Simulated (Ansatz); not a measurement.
Compressing K: a fit and a missing row

K, Cmmm, a = 8.650 Å, b = 8.665 Å, c = 11.281 Å. This isn't the element's structure at ambient conditions. Ansatz: PBE, PAW, 420 eV, Γ-centred 6×6×4 mesh on 5 atoms, Gaussian smearing 0.10 eV; no spin polarisation. Shape and atoms are relaxed at each volume; pressure is positive in compression.

```
V (Å³/atom) P (GPa)
     74.409        ?
     76.946     0.29
     79.483     0.18
     82.019     0.08
     84.556     0.00
     87.093    -0.07
     89.629    -0.14
     93.012    -0.21
```

Problem. Take V0 = 84.556 Å³/atom, fit the third-order Birch–Murnaghan form to the other rows, and predict the missing pressure.

Solution. With the Eulerian strain f = ½[(V0/V)^(2/3) − 1] and y = P/[3f(1 + 2f)^(5/2)], the form is the line y = B0 + 1.5 B0 (B0′ − 4) f. Rows (f, y): 0.03245, 2.55; 0.02105, 2.57; 0.01026, 2.47; -0.00976, 2.51; -0.01905, 2.70; -0.03078, 2.67. Means f = 0.0006950, y = 2.5783; Σ(Δf)² = 0.003004, ΣΔfΔy = -0.006679; the slope is their ratio. y = 2.580 − 2.223 f GPa, so B0 = 2.6 GPa and B0′ = 4 + 2 × (-2.223)/(3 × 2.580) = 3.43. At V = 74.409, f = 0.04448, y = 2.481 and P = 0.41 GPa. The run gave 0.41 GPa, the same to the digits shown. For so soft a crystal pressures to 0.01 GPa are coarse: rounding alone can shift a y by 0.18 GPa, so B0′ is rough.